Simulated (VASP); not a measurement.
# PbO (Pbcm) in VASP: Born charges and dielectric tensor with LDA

Aim: the Born charges and dielectric tensor of PbO with LDA.

Program: VASP 6.6.1. These are calculated values, not measurements. Logs are shortened: lines on timing, memory, paths and dates and some standing lists are left out, and cuts for length are marked.

### 1 Starting point

It takes space group Pbcm (No. 57, orthorhombic). Conventional cell: a = 5.782 Å, b = 5.413 Å, c = 4.646 Å, α = 90.00°, β = 90.00°, γ = 90.00°. Pb (site symmetry m) is surrounded by 4 O at 2.22 to 2.43 Å. Around O (site symmetry m) lie 4 Pb at 2.22 to 2.43 Å.

The cell is a database's computed one.

### 2 Born charges and dielectric tensor, LDA

Contents of INCAR:

```
  PREC = Accurate
  ENCUT = 600
  EDIFF = 1E-8
  ISMEAR = 0
  SIGMA = 0.02
  LREAL = F
  LASPH = T
  NELM = 100
  ALGO = Fast
  ISIF = 2
  LWAVE = F
  LCHARG = F
  GGA = CA
  LEPSILON = T
  IBRION = 8
  NSW = 1
```

Contents of KPOINTS:

```
Automatic mesh
0
Gamma
  6 6 6
```

Contents of POSCAR:

```
PbO
1.0
    5.7819200000      0.0000000000      0.0000000000
    0.0000000000      5.4132600000      0.0000000000
    0.0000000000      0.0000000000      4.6463400000
Pb O
4 4
Direct
    0.2357600000      0.0069400000      0.7500000000
    0.7642400000      0.9930600000      0.2500000000
    0.7642400000      0.5069400000      0.7500000000
    0.2357600000      0.4930600000      0.2500000000
    0.8621800000      0.9091400000      0.7500000000
    0.1378200000      0.0908600000      0.2500000000
    0.1378200000      0.4091400000      0.7500000000
    0.8621800000      0.5908600000      0.2500000000
```

Potentials or basis: VASP PAW LDA potentials, release 64 (Pb, O).

Launch:

```console
$ cat potpaw_LDA.64/Pb/POTCAR potpaw_LDA.64/O/POTCAR > POTCAR
$ mpirun -np 1 vasp_std > vasp.out
```

OUTCAR:

```text
PREC = Accurate
   ENCUT = 600
   EDIFF = 1E-8
   ISMEAR = 0
   LREAL = F
   LASPH = T
   NELM = 100
   ISIF = 2
   GGA = CA
   LEPSILON = T
   IBRION = 8
   NSW = 1

 ion  position               nearest neighbor table
   1  0.236  0.007  0.750-   5 2.22   7 2.25   6 2.43   6 2.43   4 3.51   4 3.51   2 3.58   2 3.58
                             4 3.62   4 3.62   2 3.84   2 3.84   3 3.84   3 3.84   3 4.08   3 4.08
   2  0.764  0.993  0.250-   6 2.22   8 2.25   5 2.43   5 2.43   3 3.51   3 3.51   1 3.58   1 3.58
                             3 3.62   3 3.62   1 3.84   1 3.84   4 3.84   4 3.84   4 4.08   4 4.08
   3  0.764  0.507  0.750-   7 2.22   5 2.25   8 2.43   8 2.43   2 3.51   2 3.51   4 3.58   4 3.58
                             2 3.62   2 3.62   4 3.84   4 3.84   1 3.84   1 3.84   1 4.08   1 4.08
   4  0.236  0.493  0.250-   8 2.22   6 2.25   7 2.43   7 2.43   1 3.51   1 3.51   3 3.58   3 3.58
                             1 3.62   1 3.62   3 3.84   3 3.84   2 3.84   2 3.84   2 4.08   2 4.08
   5  0.862  0.909  0.750-   1 2.22   3 2.25   2 2.43   2 2.43
   6  0.138  0.091  0.250-   2 2.22   4 2.25   1 2.43   1 2.43
   7  0.138  0.409  0.750-   3 2.22   1 2.25   4 2.43   4 2.43
   8  0.862  0.591  0.250-   4 2.22   2 2.25   3 2.43   3 2.43

  LATTYP: Found a simple orthorhombic cell.
 ALAT       =     4.6463400000
 B/A-ratio  =     1.1650589496
 C/A-ratio  =     1.2444031216

  Lattice vectors:

 A1 = (   0.0000000000,   0.0000000000,  -4.6463400000)
 A2 = (   0.0000000000,   5.4132600000,   0.0000000000)
 A3 = (   5.7819200000,   0.0000000000,   0.0000000000)

Analysis of symmetry for initial positions (statically):
=====================================================================
 Subroutine PRICEL returns:
 Original cell was already a primitive cell.

 Routine SETGRP: Setting up the symmetry group for a
 simple orthorhombic supercell.

 Subroutine GETGRP returns: Found  8 space group operations
 (whereof  2 operations were pure point group operations)
 out of a pool of  8 trial point group operations.

The static configuration has the point symmetry S_2 .
 The point group associated with its full space group is D_2h.

Analysis of symmetry for dynamics (positions and initial velocities):
=====================================================================
 Subroutine PRICEL returns:
 Original cell was already a primitive cell.

 Routine SETGRP: Setting up the symmetry group for a
 simple orthorhombic supercell.

 Subroutine GETGRP returns: Found  8 space group operations
 (whereof  2 operations were pure point group operations)
 out of a pool of  8 trial point group operations.

[... 973 lines left out ...]
    3     0.00000     0.00000     3.55928
 ion    4
    1     2.66640     0.26716     0.00000
    2    -0.08434     2.83264     0.00000
    3     0.00000     0.00000     3.55928
 ion    5
    1    -2.66640    -0.50939     0.00000
    2    -0.90075    -2.83264     0.00000
    3     0.00000     0.00000    -3.55928
 ion    6
    1    -2.66640    -0.50939     0.00000
    2    -0.90075    -2.83264     0.00000
    3     0.00000     0.00000    -3.55928
 ion    7
    1    -2.66640     0.50939     0.00000
    2     0.90075    -2.83264     0.00000
    3     0.00000     0.00000    -3.55928
 ion    8
    1    -2.66640     0.50939     0.00000
    2     0.90075    -2.83264     0.00000
    3     0.00000     0.00000    -3.55928

 INTERNAL STRAIN TENSOR FOR ION    8 for displacements in x,y,z  (eV/Angst):
          X           Y           Z          XY          YZ          ZX
  --------------------------------------------------------------------------------
  x    12.16134    -2.09265    -3.46375    -3.02074     0.00000     0.00000
  y    -2.24935    12.18324    -1.86098    -0.20284     0.00000     0.00000
  z     0.00000     0.00000     0.00000     0.00000     1.53469     2.44851

 SECOND DERIVATIVES (NOT SYMMETRIZED)
 ------------------------------------
               1X          1Y          1Z          2X          2Y          2Z          3X          3Y          3Z          4X          4Y          4Z          5X          5Y          5Z          6X          6Y          6Z          7X          7Y          7Z          8X          8Y          8Z
  1X   -12.776519    1.492472    0.000000    2.429074   -0.215353    0.000000    1.109525    0.523821    0.000000   -1.074042   -0.097715    0.000000    6.656691    0.540476    0.000000    1.886555   -0.501788    0.000000    1.749033   -1.386443    0.000000    0.019682   -0.355471    0.000000
  1Y     1.496201   -9.505360    0.000000   -0.229297   -0.294134    0.000000   -0.520224    1.428710    0.000000    0.083147    2.562601    0.000000    1.083580    0.429502    0.000000   -0.700785    1.142420    0.000000   -1.428616    4.586092    0.000000    0.215994   -0.349832    0.000000
  1Z     0.000000   -0.000000   -3.808673    0.000000    0.000000    1.235812    0.000000   -0.000000   -0.139498    0.000000   -0.000000    1.697868   -0.000000    0.000000    0.262877    0.000000    0.000000    0.730703    0.000000    0.000000    0.029571    0.000000    0.000000   -0.008659
  2X     2.429074   -0.215353    0.000000  -12.776519    1.492472    0.000000   -1.074042   -0.097715    0.000000    1.109525    0.523821    0.000000    1.886555   -0.501788    0.000000    6.656691    0.540476    0.000000    0.019682   -0.355471    0.000000    1.749033   -1.386443    0.000000
  2Y    -0.229297   -0.294134    0.000000    1.496201   -9.505360    0.000000    0.083147    2.562601    0.000000   -0.520224    1.428710    0.000000   -0.700785    1.142420    0.000000    1.083580    0.429502    0.000000    0.215994   -0.349832    0.000000   -1.428616    4.586092    0.000000
  2Z     0.000000    0.000000    1.235812    0.000000   -0.000000   -3.808673    0.000000   -0.000000    1.697868    0.000000   -0.000000   -0.139498    0.000000    0.000000    0.730703   -0.000000    0.000000    0.262877    0.000000    0.000000   -0.008659    0.000000    0.000000    0.029571
  3X     1.109525   -0.523821    0.000000   -1.074042    0.097715    0.000000  -12.776519   -1.492472    0.000000    2.429074    0.215353    0.000000    1.749033    1.386443    0.000000    0.019682    0.355471    0.000000    6.656691   -0.540476    0.000000    1.886555    0.501788    0.000000
  3Y     0.520224    1.428710    0.000000   -0.083147    2.562601    0.000000   -1.496201   -9.505360    0.000000    0.229297   -0.294134    0.000000    1.428616    4.586092    0.000000   -0.215994   -0.349832    0.000000   -1.083580    0.429502    0.000000    0.700785    1.142420    0.000000
  3Z    -0.000000   -0.000000   -0.139498   -0.000000   -0.000000    1.697868    0.000000   -0.000000   -3.808673    0.000000    0.000000    1.235812    0.000000    0.000000    0.029571    0.000000    0.000000   -0.008659    0.000000    0.000000    0.262877    0.000000    0.000000    0.730703
  4X    -1.074042    0.097715    0.000000    1.109525   -0.523821    0.000000    2.429074    0.215353    0.000000  -12.776519   -1.492472    0.000000    0.019682    0.355471    0.000000    1.749033    1.386443    0.000000    1.886555    0.501788    0.000000    6.656691   -0.540476    0.000000
  4Y    -0.083147    2.562601    0.000000    0.520224    1.428710    0.000000    0.229297   -0.294134    0.000000   -1.496201   -9.505360    0.000000   -0.215994   -0.349832    0.000000    1.428616    4.586092    0.000000    0.700785    1.142420    0.000000   -1.083580    0.429502    0.000000
  4Z    -0.000000   -0.000000    1.697868   -0.000000   -0.000000   -0.139498    0.000000    0.000000    1.235812    0.000000   -0.000000   -3.808673    0.000000    0.000000   -0.008659    0.000000    0.000000    0.029571    0.000000    0.000000    0.730703    0.000000    0.000000    0.262877
  5X     6.650345    1.078446    0.000000    1.897901   -0.707385    0.000000    1.736051    1.431968    0.000000    0.028884   -0.210768    0.000000   -9.229846   -2.013379    0.000000    0.168619    0.326413    0.000000   -0.578983    0.110453    0.000000   -0.672971   -0.015748    0.000000
  5Y     0.566589    0.428659    0.000000   -0.520158    1.150919    0.000000    1.417624    4.583921    0.000000    0.334825   -0.353119    0.000000   -2.033704   -7.787918    0.000000    0.325169    0.202390    0.000000   -0.104267    1.367320    0.000000    0.013923    0.407828    0.000000
  5Z    -0.000000    0.000000    0.262055    0.000000   -0.000000    0.736572    0.000000    0.000000    0.029655    0.000000    0.000000   -0.005512    0.000000    0.000000   -4.775982    0.000000    0.000000    1.385877   -0.000000    0.000000    0.058199    0.000000    0.000000    2.309136
  6X     1.897901   -0.707385    0.000000    6.650345    1.078446    0.000000    0.028884   -0.210768    0.000000    1.736051    1.431968    0.000000    0.168619    0.326413    0.000000   -9.229846   -2.013379    0.000000   -0.672971   -0.015748    0.000000   -0.578983    0.110453    0.000000
  6Y    -0.520158    1.150919    0.000000    0.566589    0.428659    0.000000    0.334825   -0.353119    0.000000    1.417624    4.583921    0.000000    0.325169    0.202390    0.000000   -2.033704   -7.787918    0.000000    0.013923    0.407828    0.000000   -0.104267    1.367320    0.000000
  6Z     0.000000   -0.000000    0.736572   -0.000000    0.000000    0.262055    0.000000    0.000000   -0.005512    0.000000    0.000000    0.029655    0.000000    0.000000    1.385877    0.000000    0.000000   -4.775982    0.000000    0.000000    2.309136   -0.000000    0.000000    0.058199
  7X     1.736051   -1.431968    0.000000    0.028884    0.210768    0.000000    6.650345   -1.078446    0.000000    1.897901    0.707385    0.000000   -0.578983   -0.110453    0.000000   -0.672971    0.015748    0.000000   -9.229846    2.013379    0.000000    0.168619   -0.326413    0.000000
  7Y    -1.417624    4.583921    0.000000   -0.334825   -0.353119    0.000000   -0.566589    0.428659    0.000000    0.520158    1.150919    0.000000    0.104267    1.367320    0.000000   -0.013923    0.407828    0.000000    2.033704   -7.787918    0.000000   -0.325169    0.202390    0.000000
  7Z     0.000000    0.000000    0.029655    0.000000    0.000000   -0.005512    0.000000    0.000000    0.262055    0.000000   -0.000000    0.736572    0.000000    0.000000    0.058199    0.000000    0.000000    2.309136    0.000000    0.000000   -4.775982    0.000000    0.000000    1.385877
  8X     0.028884    0.210768    0.000000    1.736051   -1.431968    0.000000    1.897901    0.707385    0.000000    6.650345   -1.078446    0.000000   -0.672971    0.015748    0.000000   -0.578983   -0.110453    0.000000    0.168619   -0.326413    0.000000   -9.229846    2.013379    0.000000
  8Y    -0.334825   -0.353119    0.000000   -1.417624    4.583921    0.000000    0.520158    1.150919    0.000000   -0.566589    0.428659    0.000000   -0.013923    0.407828    0.000000    0.104267    1.367320    0.000000   -0.325169    0.202390    0.000000    2.033704   -7.787918    0.000000
  8Z     0.000000    0.000000   -0.005512    0.000000    0.000000    0.029655    0.000000   -0.000000    0.736572    0.000000    0.000000    0.262055    0.000000    0.000000    2.309136    0.000000    0.000000    0.058199    0.000000    0.000000    1.385877    0.000000    0.000000   -4.775982

 Eigenvectors and eigenvalues of the dynamical matrix
 ----------------------------------------------------

   1 f  =   13.718608 THz    86.196555 2PiTHz  457.603498 cm-1    56.735577 meV
             X         Y         Z           dx          dy          dz
      1.363145  0.037568  3.484755     0.112400   -0.026767    0.000000
      4.418775  5.375692  1.161585     0.112400   -0.026767   -0.000000
      4.418775  2.744198  3.484755     0.112400    0.026767    0.000000
      1.363145  2.669062  1.161585     0.112400    0.026767   -0.000000
      4.985056  4.921411  3.484755    -0.404517   -0.270215   -0.000000
      0.796864  0.491849  1.161585    -0.404517   -0.270215   -0.000000
      0.796864  2.214781  3.484755    -0.404517    0.270215    0.000000
      4.985056  3.198479  1.161585    -0.404517    0.270215   -0.000000
[... 243 lines left out ...]
  24 f/i=    0.008493 THz     0.053364 2PiTHz    0.283303 cm-1     0.035125 meV
             X         Y         Z           dx          dy          dz
      1.363145  0.037568  3.484755    -0.002034    0.481651    0.000000
      4.418775  5.375692  1.161585    -0.002034    0.481651    0.000000
      4.418775  2.744198  3.484755     0.002034    0.481651    0.000000
      1.363145  2.669062  1.161585     0.002034    0.481651    0.000000
      4.985056  4.921411  3.484755    -0.000758    0.134193    0.000000
      0.796864  0.491849  1.161585    -0.000758    0.134193    0.000000
      0.796864  2.214781  3.484755     0.000758    0.134193    0.000000
      4.985056  3.198479  1.161585     0.000758    0.134193    0.000000

--------------------------------------------------------------------------------------------------------

 MACROSCOPIC STATIC DIELECTRIC TENSOR IONIC CONTRIBUTION
 ------------------------------------------------------
           3.433081    -0.000000     0.000000
          -0.000000     8.030905     0.000000
           0.000000     0.000000    61.899737
 ------------------------------------------------------

 ELASTIC MODULI CONTR FROM IONIC RELAXATION (kBar)
 Direction    XX          YY          ZZ          XY          YZ          ZX
 --------------------------------------------------------------------------------
 XX       -1783.1270   -443.2630   -428.2694     -0.0000     -0.0000     -0.0000
 YY        -443.2630  -1432.9038   -268.5233      0.0000      0.0000     -0.0000
 ZZ        -428.2694   -268.5233   -562.1802     -0.0000     -0.0000     -0.0000
 XY          -0.0000      0.0000     -0.0000   -348.0650     -0.0000      0.0000
 YZ          -0.0000      0.0000     -0.0000     -0.0000    -62.0754     -0.0000
 ZX          -0.0000     -0.0000     -0.0000      0.0000     -0.0000   -239.1481
 --------------------------------------------------------------------------------

 PIEZOELECTRIC TENSOR IONIC CONTR  for field in x, y, z        (C/m^2)
          XX          YY          ZZ          XY          YZ          ZX
  --------------------------------------------------------------------------------
  x    -0.00000     0.00000    -0.00000     0.00000     0.00000    -0.00000
  y     0.00000     0.00000     0.00000    -0.00000    -0.00000    -0.00000
  z    -0.00000     0.00000    -0.00000     0.00000    -0.00000    -0.00000
```

It took 1.8 h on 1 thread of AMD EPYC 9R45 (Zen 5), shared host; peak memory 1.2 GiB.

Results:

```yaml
Band_gap_on_the_k_mesh: 1.96 eV, indirect (least direct gap 2.24 eV)
Electronic_dielectric_tensor_diagonal: 6.93, 7.04, 8.07
Born_charges_mean_of_the_diagonal: Pb +3.02; O -3.02 e
Highest_phonon_frequency_at_Γ_LO-TO_splitting_left_out: 458 cm⁻¹
```

Phonon frequencies in cm⁻¹ (negative: imaginary):
| q point | frequencies |
| --- | --- |
| (0.000, 0.000, 0.000) | 0 0 0 57 64 71 72 90 95 105 130 137 150 258 308 313 314 344 374 378 393 433 451 458 |

Electronic dielectric tensor:
```
6.93 0.00 0.00
0.00 7.04 0.00
0.00 0.00 8.07
```

Born effective charge tensors (e):
atom 1, Pb
```
 2.67 -0.27  0.00
 0.08  2.83  0.00
 0.00  0.00  3.56
```
atom 2, Pb
```
 2.67 -0.27  0.00
 0.08  2.83  0.00
 0.00  0.00  3.56
```
atom 3, Pb
```
 2.67  0.27  0.00
-0.08  2.83  0.00
 0.00  0.00  3.56
```
atom 4, Pb
```
 2.67  0.27  0.00
-0.08  2.83  0.00
 0.00  0.00  3.56
```
atom 5, O
```
-2.67 -0.51  0.00
-0.90 -2.83  0.00
 0.00  0.00 -3.56
```
atom 6, O
```
-2.67 -0.51  0.00
-0.90 -2.83  0.00
 0.00  0.00 -3.56
```
atom 7, O
```
-2.67  0.51  0.00
 0.90 -2.83  0.00
 0.00  0.00 -3.56
```
atom 8, O
```
-2.67  0.51  0.00
 0.90 -2.83  0.00
 0.00  0.00 -3.56
```

Caveat: spin-orbit coupling is left out, which as a rule narrows the gap of such compounds by several tenths of an eV.
